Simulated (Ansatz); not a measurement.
# WS2: from a first guess to the relaxed fluorite type

First guess:

```xyz
3
Lattice="0.0000 2.7910 2.7910 2.7910 0.0000 2.7910 2.7910 2.7910 0.0000" Properties=species:S:1:pos:R:3 pbc="T T T"
W     0.0000    0.0000    0.0000
S     1.3955    1.3955    1.3955
S     4.1864    4.1864    4.1864
```

The calculation used DFT, PBE, PAW with Ansatz's default frozen-core files, scalar-relativistic (Ansatz 0.2.0).

Cell and atoms relax within the symmetry of the start on a 11×11×11 k mesh with 0.08 eV Fermi–Dirac smearing.

The start is built from a prototype, known or not as a phase of this compound; the cutoff is 420 eV.

Spin–orbit coupling is left out, though it moves levels of the heavy atoms by tenths of an eV or more.

**Question.** What is the pressure of the first guess?

**Answer.** 32.4 GPa.

**Question.** What does it relax to?

**Answer.** a = 5.874 Å, b = 5.874 Å, c = 5.874 Å, α = 90.00°, β = 90.00°, γ = 90.00° (conventional cell), 16.89 Å³ per atom:
Space group Fm-3m (No. 225). a = 5.874 Å, b = 5.874 Å, c = 5.874 Å, α = 90.00°, β = 90.00°, γ = 90.00°
```csv
atom,site,symmetry,x,y,z
W,4a,m-3m,0.0000,0.0000,0.0000
S,8c,-43m,0.2500,0.7500,0.7500
```

**Question.** How much energy does the relaxation release?

**Answer.** 212 meV/atom.
